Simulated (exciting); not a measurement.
# Sb (P-1) in exciting: band structure with LDA

Aim: the band structure of Sb with LDA.

Everything below comes from runs of exciting (release sodium). Logs are shortened: lines on timing, memory, paths and dates and some standing lists are left out, and cuts for length are marked.

**1. The structure**

The typed cell holds 1 atom: a = 3.239 Å, b = 3.250 Å, c = 3.212 Å, α = 109.63°, β = 110.52°, γ = 107.62°.

This isn't the form of Sb at room conditions, which is rhombohedral.

**2. Band structure, LDA, spin-orbit coupling, no magnetisation**

File input.xml:

```xml
<input>
  <title>Sb</title>
  <structure speciespath="./" tshift="false">
    <crystal scale="1">
      <basevect>-3.493729438660 3.495660738760 3.611423471428</basevect>
      <basevect>3.548665666829 -3.457705589547 3.628404550384</basevect>
      <basevect>3.486805482140 3.450781633026 -3.573468322215</basevect>
    </crystal>
    <species speciesfile="Sb.xml" rmt="2.3">
      <atom coord="-0.001008000000 0.013276000000 0.006229000000"/>
    </species>
  </structure>
  <groundstate do="fromscratch" ngridk="7 7 7" rgkmax="9" gmaxvr="14" lmaxapw="10" lmaxmat="10" lmaxvr="8" xctype="LDA_PW" stype="Gaussian" swidth="0.00036749" nempty="36" ValenceRelativity="iora*" epsengy="1e-05" epspot="1e-05" maxscl="60" outputlevel="normal">
    <spin spinorb="true"/>
  </groundstate>
  <properties>
    <bandstructure>
      <plot1d>
        <path steps="80">
          <point coord="0 -0.5 0" label="X"/>
          <point coord="0 0 0" label="G"/>
          <point coord="0.5 0 0" label="Y" breakafter="true"/>
          <point coord="0.5 -0.5 0" label="L"/>
          <point coord="0 0 0" label="G"/>
          <point coord="-0.5 0 0.5" label="Z" breakafter="true"/>
          <point coord="-0.5 -0.5 0.5" label="N"/>
          <point coord="0 0 0" label="G"/>
          <point coord="0 0 0.5" label="M" breakafter="true"/>
          <point coord="0 -0.5 0.5" label="R"/>
          <point coord="0 0 0" label="G"/>
        </path>
      </plot1d>
    </bandstructure>
    <chargedensityplot>
      <plot3d>
        <box grid="17 17 17">
          <origin coord="0 0 0"/>
          <point coord="1 0 0"/>
          <point coord="0 1 0"/>
          <point coord="0 0 1"/>
        </box>
      </plot3d>
    </chargedensityplot>
    <elfplot>
      <plot3d>
        <box grid="17 17 17">
          <origin coord="0 0 0"/>
          <point coord="1 0 0"/>
          <point coord="0 1 0"/>
          <point coord="0 0 1"/>
        </box>
      </plot3d>
    </elfplot>
    <exccplot>
      <plot3d>
        <box grid="17 17 17">
          <origin coord="0 0 0"/>
          <point coord="1 0 0"/>
          <point coord="0 1 0"/>
          <point coord="0 0 1"/>
        </box>
      </plot3d>
    </exccplot>
  </properties>
</input>
```

Potentials or basis: all-electron LAPW+lo, shipped species files, valence relativity iora*.

Launch:

```sh
$ OMP_NUM_THREADS=1 exciting_smp
```

INFO.OUT:

```text
================================================================================
EXCITING SODIUM started
[... 10 lines left out ...]

 Lattice vectors (cartesian) :
     -3.4937294387      3.4956607388      3.6114234714
      3.5486656668     -3.4577055895      3.6284045504
      3.4868054821      3.4507816330     -3.5734683222

 Reciprocal lattice vectors (cartesian) :
     -0.0058546631      0.8997961674      0.8631910901
      0.8863443434     -0.0038218674      0.8611582945
      0.8940535897      0.9054726180     -0.0115311137

 Unit cell volume                           :     176.8948713526
 Brillouin zone volume                      :       1.4022464956

 Species :    1 (Sb)
     parameters loaded from                 :    Sb.xml
     name                                   :    antimony
     nuclear charge                         :     -51.00000000
     electronic charge                      :      51.00000000
     atomic mass                            :  221954.90190000
     muffin-tin radius                      :       2.30000000
     # of radial points in muffin-tin       :     400

     atomic positions (lattice) :
       1 :   0.99899200  0.01327600  0.00622900

 Total number of atoms per unit cell        :       1

 Spin treatment                             :    spin-polarised
 Spin-orbit coupling is included
 Global magnetic field (cartesian) :        0.00000000   0.00000000   0.00000000
 non-collinear magnetisation

 Number of Bravais lattice symmetries       :       2
 Number of crystal symmetries               :       1

 k-point grid                               :       7    7    7
 Total number of k-points                   :     343
 k-point set is reduced with crystal symmetries

 R^MT_min * |G+k|_max (rgkmax)              :       9.00000000
 Species with R^MT_min                      :       1 (Sb)
 Maximum |G+k| for APW functions            :       3.91304348
 Maximum |G| for potential and density      :      14.00000000

 G-vector grid sizes                        :      30    30    30
 Total number of G-vectors                  :    8209

 Maximum angular momentum used for
     APW functions                          :      10
     computing H and O matrix elements      :      10
     potential and density                  :       8
     inner part of muffin-tin               :       2

 Total nuclear charge                       :     -51.00000000
 Total electronic charge                    :      51.00000000
 Total core charge                          :      36.00000000
 Total valence charge                       :      15.00000000

 Number of empty states                     :      36
 Total number of valence states             :      88

 Maximum Hamiltonian size                   :     200
 Maximum number of plane-waves              :     186
 Total number of local-orbitals             :      14

 Exchange-correlation type                  :       3
     Perdew-Wang, Phys. Rev. B 45, 13244 (1992)

 Smearing scheme                            :    Gaussian
 Smearing width                             :       0.00036749

 Using multisecant Broyden potential mixing
[... 16 lines left out ...]
+ SCF iteration number :    1                                                  +
++++++++++++++++++++++++++++++++++++++++++++++++++++++++++++++++++++++++++++++++
 Total energy                               :     -6476.13636989
 _______________________________________________________________
 Fermi energy                               :         0.30307315
 Kinetic energy                             :      6835.27784931
 Coulomb energy                             :    -13146.22977996
 Exchange energy                            :      -160.29109678
 Correlation energy                         :        -4.89334247
 No external B-field energy in total energy

 DOS at Fermi energy (states/Ha/cell)       :        46.35107354

 Electron charges :
     core                                   :        36.00000000
     core leakage                           :         0.00386793
     valence                                :        15.00000000
     interstitial                           :         2.89709791
     charge in muffin-tin spheres :
                  atom     1    Sb          :        48.10290209
     total charge in muffin-tins            :        48.10290209
     total charge                           :        51.00000000

 Moments :
     interstitial                 :     0.00000000    -0.00000000    -0.00000000
     moment in muffin-tin spheres :
         atom     1    Sb         :    -0.00000127     0.00000209    -0.00000000
     total moment in muffin-tins  :    -0.00000127     0.00000209    -0.00000000
     total moment                 :    -0.00000127     0.00000209    -0.00000000

++++++++++++++++++++++++++++++++++++++++++++++++++++++++++++++++++++++++++++++++
+ SCF iteration number :    2                                                  +
++++++++++++++++++++++++++++++++++++++++++++++++++++++++++++++++++++++++++++++++
 Total energy                               :     -6477.05940163
 _______________________________________________________________
 Fermi energy                               :         0.30061228
 Kinetic energy                             :      6834.72147071
 Coulomb energy                             :    -13146.57990493
 Exchange energy                            :      -160.30724650
 Correlation energy                         :        -4.89372090
 No external B-field energy in total energy

 DOS at Fermi energy (states/Ha/cell)       :        39.45422117

 Electron charges :
     core                                   :        36.00000000
     core leakage                           :         0.00384534
     valence                                :        15.00000000
     interstitial                           :         2.88999527
     charge in muffin-tin spheres :
                  atom     1    Sb          :        48.11000473
     total charge in muffin-tins            :        48.11000473
     total charge                           :        51.00000000

 Moments :
     interstitial                 :     0.00000280     0.00000306    -0.00000207
     moment in muffin-tin spheres :
         atom     1    Sb         :     0.00000049     0.00000159    -0.00000125
     total moment in muffin-tins  :     0.00000049     0.00000159    -0.00000125
     total moment                 :     0.00000329     0.00000466    -0.00000332

 RMS change in effective potential (target) :  0.126218E-01  ( 0.100000E-04)
 Absolute change in total energy   (target) :  0.923032      ( 0.100000E-04)
 Charge distance                   (target) :  0.327609E-03  ( 0.100000E-04)

++++++++++++++++++++++++++++++++++++++++++++++++++++++++++++++++++++++++++++++++
+ SCF iteration number :    3                                                  +
++++++++++++++++++++++++++++++++++++++++++++++++++++++++++++++++++++++++++++++++
 Total energy                               :     -6477.58629427
 _______________________________________________________________
 Fermi energy                               :         0.29869030
 Kinetic energy                             :      6834.37959518
 Coulomb energy                             :    -13146.75616489
 Exchange energy                            :      -160.31579181
 Correlation energy                         :        -4.89393276
 No external B-field energy in total energy
[... 293 lines left out ...]
 Moments :
     interstitial                 :    -0.00008766    -0.00002407    -0.00001374
     moment in muffin-tin spheres :
         atom     1    Sb         :    -0.00007404    -0.00002575    -0.00000933
     total moment in muffin-tins  :    -0.00007404    -0.00002575    -0.00000933
     total moment                 :    -0.00016170    -0.00004982    -0.00002307

 RMS change in effective potential (target) :  0.261595E-07  ( 0.100000E-04)
 Absolute change in total energy   (target) :  0.178283E-05  ( 0.100000E-04)
 Charge distance                   (target) :  0.345846E-08  ( 0.100000E-04)

++++++++++++++++++++++++++++++++++++++++++++++++++++++++++++++++++++++++++++++++
+ SCF iteration number :   12                                                  +
++++++++++++++++++++++++++++++++++++++++++++++++++++++++++++++++++++++++++++++++
 Total energy                               :     -6478.17276732
 _______________________________________________________________
 Fermi energy                               :         0.29407478
 Kinetic energy                             :      6833.90197541
 Coulomb energy                             :    -13146.85848703
 Exchange energy                            :      -160.32212171
 Correlation energy                         :        -4.89413399
 No external B-field energy in total energy

 DOS at Fermi energy (states/Ha/cell)       :        51.72210555

 Electron charges :
     core                                   :        36.00000000
     core leakage                           :         0.00382145
     valence                                :        15.00000000
     interstitial                           :         2.87881779
     charge in muffin-tin spheres :
                  atom     1    Sb          :        48.12118221
     total charge in muffin-tins            :        48.12118221
     total charge                           :        51.00000000

 Moments :
     interstitial                 :    -0.00009308    -0.00002632    -0.00001421
     moment in muffin-tin spheres :
         atom     1    Sb         :    -0.00007835    -0.00002752    -0.00000965
     total moment in muffin-tins  :    -0.00007835    -0.00002752    -0.00000965
     total moment                 :    -0.00017143    -0.00005383    -0.00002386

 RMS change in effective potential (target) :  0.581593E-08  ( 0.100000E-04)
 Absolute change in total energy   (target) :  0.450753E-05  ( 0.100000E-04)
 Charge distance                   (target) :  0.556480E-08  ( 0.100000E-04)

++++++++++++++++++++++++++++++++++++++++++++++++++++++++++++++++++++++++++++++++
| Convergency criteria checked for the last 2 iterations                       +
| Convergence targets achieved. Performing final SCF iteration                 +
++++++++++++++++++++++++++++++++++++++++++++++++++++++++++++++++++++++++++++++++
 Total energy                               :     -6478.17276654
 _______________________________________________________________
 Fermi energy                               :         0.29407478
 Kinetic energy                             :      6833.90197526
 Coulomb energy                             :    -13146.85848614
 Exchange energy                            :      -160.32212168
 Correlation energy                         :        -4.89413399
 No external B-field energy in total energy

 DOS at Fermi energy (states/Ha/cell)       :        51.72214475

 Electron charges :
     core                                   :        36.00000000
     core leakage                           :         0.00382145
     valence                                :        15.00000000
     interstitial                           :         2.87881775
     charge in muffin-tin spheres :
                  atom     1    Sb          :        48.12118225
     total charge in muffin-tins            :        48.12118225
     total charge                           :        51.00000000

 Moments :
     interstitial                 :    -0.00009345    -0.00002669    -0.00001426
     moment in muffin-tin spheres :
         atom     1    Sb         :    -0.00007864    -0.00002781    -0.00000968
     total moment in muffin-tins  :    -0.00007864    -0.00002781    -0.00000968
     total moment                 :    -0.00017209    -0.00005450    -0.00002394

++++++++++++++++++++++++++++++++++++++++++++++++++++++++++++++++++++++++++++++++
[... 9 lines left out ...]
| EXCITING SODIUM stopped                                                      =
================================================================================
```

It took 11 min on 1 thread of Arm Neoverse V2, shared host; peak memory 0.14 GiB.

Results:

```yaml
Band_gap_on_the_k_mesh: none (metal or under the smearing width)
All_electrons_inside_the_program's_atomic_spheres: Sb 48.12 (radii Sb 2.3 bohr)
```

Levels at the corners of the path, in eV from the Fermi level:
```
point  band 12  band 13  band 14  band 15  band 16  band 17
    X    -9.27    -5.92    -5.92     1.86     1.86     4.04
    Γ   -13.20     4.58     4.58     5.78     5.78     6.01
    Y    -9.16    -5.88    -5.88     1.67     1.67     3.82
    L    -8.94    -5.79    -5.79     1.28     1.28     3.37
    Γ   -13.20     4.58     4.58     5.78     5.78     6.01
    Z    -9.04    -5.87    -5.87     1.64     1.64     3.93
    N    -5.79    -2.78    -2.78    -2.04    -2.04    -1.68
    Γ   -13.20     4.58     4.58     5.78     5.78     6.01
    M    -8.90    -5.79    -5.79     1.27     1.27     3.33
    R    -8.99    -5.85    -5.85     1.52     1.52     3.75
    Γ   -13.20     4.58     4.58     5.78     5.78     6.01
```

Caveat: total energies with spin-orbit coupling aren't reliable in this program, so none is listed and the log's shouldn't be used.

**3. For comparison**

An earlier run on the cell as given: functional PBEsol; potentials or basis all-electron LAPW+lo, shipped species files, valence relativity iora*; rgkmax 9; k mesh 10 × 10 × 10; occupations fermi-dirac, width 0.05 eV; no spin polarisation.

* Band gap on the k mesh: none (metal or under the smearing width)
* All electrons inside the program's atomic spheres: Sb 48.09 (radii Sb 2.3 bohr)
